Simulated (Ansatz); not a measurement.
# CdS (Fm-3m): following an unstable mode, part 3 of 3

Which phase does CdS (Fm-3m) fall into along its unstable mode, and how much energy does it gain?

Ansatz 0.2.0; DFT LDA, scalar-relativistic, plane waves, PAW; PAW set soft_1.

So far. Step 5 (Energy along the mode, all amplitudes (two of the runs …): The lowest of the steps tried is at 0.04 Å, 0.199 meV/atom below the parent; the bottom of the well need not coincide with a step. Step 7 (The new phase in its own primitive cell): The largest force component left is 0.072 meV/Å and the pressure is 0.000 GPa, within the tolerances set. The cell now holds 19.06 Å³/atom.

**8. Modes of the new phase, k-mesh 10×10×6**

A relaxed structure may still be a saddle point, so its zone-centre modes are computed. No field response is asked.

input.yaml

```yaml
crystal:
  lattice:
    - [3.7763730857, -7.64241e-05, 0.0003740063]
    - [-1.8864557479, 3.2730391942, -0.0008860708]
    - [-0.0062232701, -2.1749510021, 6.1671623707]
  atoms:
    - { symbol: Cd, position: [0.0, 0.0, 0.0] }
    - { symbol: Cd, position: [0.5, 0.0, 0.5] }
    - { symbol: S, position: [0.7377526222, 0.4835847475, 0.249999115] }
    - { symbol: S, position: [0.2622473778, 0.5164152525, 0.750000885] }
kpoints:
  mp_grid: { grid: [10, 10, 6] }
hamiltonian:
  xc: lda
  pseudopotentials: { kind: paw, azcp: { folder: soft_1 }, xc_functional: pbe }
scf:
  occupations: { method: methfessel_paxton, width: 0.2 }
output:
  eigenvalues: true
phonons:
  method: dfpt
```

Run with:

```bash
> ansatz run input.yaml --threads 4 --pin off --max-ram 10240MiB --backend cpu --events-out ev --progress --plain --runs-dir out
```

Numbers of over 12 decimals in the logs are rounded to 6 here.

The program printed:

```text
[...]
Crystal: 4 atoms, lattice volume = 76.221 Å³
Basis set: ecut = 420 eV, 1479 PW (Γ), exchange–correlation on 54×54×90 points (8 copies of the dense FFT grid, shifted against one another)
Bands: 32, of which v1, the nominal top of the filled ones, is band 26 counted from 1 (25 counted from 0)
Symmetry: 2 space group operations
k-points: 304 of 600 (irreducible under 1 space group operation, time reversal used)
[...]
SCF iter   1: F=—  HF=-17977.215082 eV  |F-HF|=—  |Δ(HF+E_count)|=         —  Δρ=2.45e-2  dr2=3.44e-1  ethr=3.10e-3  ⟨swp⟩=6.6  Hψ=41006  notcnv=0
[...]
SCF iter  10: F=-17977.115444 eV  HF=-17977.115444 eV  |F-HF|=7.28e-12  |Δ(HF+E_count)|=  2.18e-11  S|Δr|=    0.00e0  Δρ=1.12e-7  dr2=6.53e-12  ethr=1.00e-12  ⟨swp⟩=10.4  Hψ=57495  notcnv=0
SCF 1 converged in 10 iterations: F = -17977.115444 eV  dr2 = 6.53e-12
[...]
DFPT response loops at Γ: preconditioner auto → Kerker (q_TF=auto, 2.560 Å⁻¹) (partly filled bands, converged f_vac=0.000); β = 1.00, the filter's whole step (`scf.mixing.beta` (0.50) is not read by the response loops under this deck's `scf.mixing.preconditioner`; to damp them name `kerker` or `kerker_dos`, under which they read `scf.mixing.beta`, and type it under 1.00, their step now; both keys bind the ground state too); Broyden in place of MSR1
SCF converged after 10 iterations
[...]
Free energy (F): -17977.115444 eV
[...]
Internal energy: -17977.119286 eV  (E = F + TS)
E sigma→0 (E₀):  -17977.116404 eV
Entropy (-TS):   0.003842 eV (0.960 meV/atom)
Fermi energy:    10.778754 eV
[...]
--- Band table (eV; the first three rows and the last of 304) ---
  k-point 0: bands = [... 22 lower, 9.7237, 9.7345, 10.6786, 10.6820, 11.6771, 13.8884, 16.3018, 16.3032, ... 2 higher]
  k-point 1: bands = [... 22 lower, 9.7702, 9.7821, 10.6074, 10.6096, 12.3219, 13.9848, 16.5109, 16.5116, ... 2 higher]
  k-point 2: bands = [... 22 lower, 9.9207, 9.9303, 10.4236, 10.4273, 13.3386, 14.1655, 17.0964, 17.1006, ... 2 higher]
  k-point 303: bands = [... 22 lower, 8.1736, 8.1780, 10.4697, 10.6822, 10.8583, 13.8742, 16.2739, 16.2914, ... 2 higher]
--- Phonons (Γ-DFPT): 9 representative perturbations + reference, on 304 of 600 k-points (Σ response iterations 32) ---
  k mesh reduced under 1 symmetry operation, with k and −k counted as one. Each operation leaves every solved perturbation unchanged. A smaller set is not used because it would not reduce the number of displacements times k-points to solve
  ASR residual: 1.031e-4 → 0.000e0 eV/Å²; symmetrization residual: 4.039e-6 eV/Å²
  ASR residual per site (eV/Å²): 1.03e-4 9.18e-6 5.88e-6 5.88e-6
  Γ frequencies (cm⁻¹): 0.00 0.00 0.00 16.87 75.69 87.55 91.00 146.07 151.92 159.35 167.33 278.59
  non-analytic LO–TO correction: not included (Born effective charges unavailable; polar crystals: no LO–TO splitting at Γ)
```

Elapsed: 2.6 min, on 4 threads of Arm Neoverse V2, shared host; peak memory 2 GiB.

Numbers from this step:

```
sum-rule residual before enforcement                    : 1.03e-4 eV/Å²
point group                                             : -1
highest optical mode at the zone centre (no LO-TO term) : 278.6 cm⁻¹
lowest optical zone-centre mode                         : 16.87 cm⁻¹
```

Patterns of degenerate modes are one choice out of their space. Modes at Γ, with each element's share of the kinetic energy:

```
mode  frequency (cm⁻¹)  symmetry  Cd %  S %
   1               0.0  acoustic    78   22
   2               0.0  acoustic    78   22
   3               0.0  acoustic    78   22
   4              16.9        Ag     0  100
   5              75.7        Ag     0  100
   6              87.5        Au    94    6
   7              91.0        Au    97    3
   8             146.1        Au    55   45
   9             151.9        Au    28   72
  10             159.3        Au    32   68
  11             167.3        Au    61   39
  12             278.6        Ag     0  100
```

Displacements in mode 4 (16.9 cm⁻¹), the largest set to 1:
```
Cd1  0.00  0.00  0.00
Cd2  0.00  0.00  0.00
S3  -1.00  0.29  0.00
S4   1.00 -0.29  0.00
```

Displacements in mode 7 (91.0 cm⁻¹), the largest set to 1:
```
Cd1 -0.84  0.31 -0.02
Cd2  1.00 -0.22  0.02
S3  -0.27 -0.17  0.00
S4  -0.27 -0.17  0.00
```

Before it was imposed, the acoustic sum rule was missed by 1.0e-4 eV/Å². Small misses are needed for a sound result but don't prove that mesh and cutoff are converged. The lowest optical mode is real, 16.9 cm⁻¹.

**9. The phases reached**

The phases reached along the modes that were followed are set side by side.

Energies are those of the first relaxation, on the mesh of the frozen mode; space group, volume and gap are those of the last relaxation. Phases, by row:

```
            mode frozen in  space group  energy from parent (meV/atom)  volume (Å³/atom)  gap on mesh (eV)  lowest zone-centre optical mode (cm⁻¹)  largest shift (Å)
                    parent        Fm-3m                              0             19.03                 0                                       –                  –
q = (0, 0, -0.5), 72i cm⁻¹         C2/c                          -0.29             19.06             0.171                                    14.8              0.063
q = (0, 0, -0.5), 72i cm⁻¹         C2/m                          -0.29             19.06             0.192                                      18              0.062
q = (0, 0, -0.5), 72i cm⁻¹          P-1                          -0.29             19.06             0.175                                    16.9              0.061
```

**10. Summary of results**

```yaml
unstable_mode_of_the_parent: q = (0, 0, -0.5), 72i cm⁻¹
depth_at_the_lowest_point_sampled: 0.199 meV/atom
largest_atomic_shift_at_that_point: 0.04 Å
space_group_reached_within_0p01_a: P-1
energy_gained_over_the_parent_first_relaxation_on_the_mesh_of_the_frozen_mode: 0.290 meV/atom
volume_per_atom_phase_reached: 19.1 Å³
gap_on_the_k_mesh_phase_reached: 0.175 eV
lowest_optical_zone_centre_mode_phase_reached: 16.9 cm⁻¹
highest_optical_mode_at_the_zone_centre_no_lo_to_term_phase_reached: 279 cm⁻¹
```

What this shows: Along this mode the structure falls into P-1, 0.290 meV/atom below the parent. At the parent's cell the well is 0.199 meV/atom deep on the steps tried, with its lowest point at a shift of 0.04 Å. Relaxing atoms and cell changes the gain by +0.09 meV/atom against the lowest step (energies at zero smearing). The new phase has no imaginary mode at the zone centre of its cell; other wavevectors were not checked. How so shallow a well moves with the k mesh was not tested. Each path keeps the symmetry of its pattern, so a lower phase may lie along a pattern not tried. With no gap, or one that is small against the smearing, the frequencies hang on the k mesh and the smearing, most of all near Kohn anomalies. A semilocal functional can close a gap that the real compound would have, so the metallic treatment may be an artefact of the level. The PAW files were made for PBE and serve the other functionals too.

[Logs are printed without paths, hosts, clocks, repeated set-up lines and the standing remarks that a program may print on its own settings, such as how far it seeks lower states.]

[Hosts, paths, dates, database ids (printed as entryN), source tags and the programs' standing remarks are cut or masked in the printed files.]
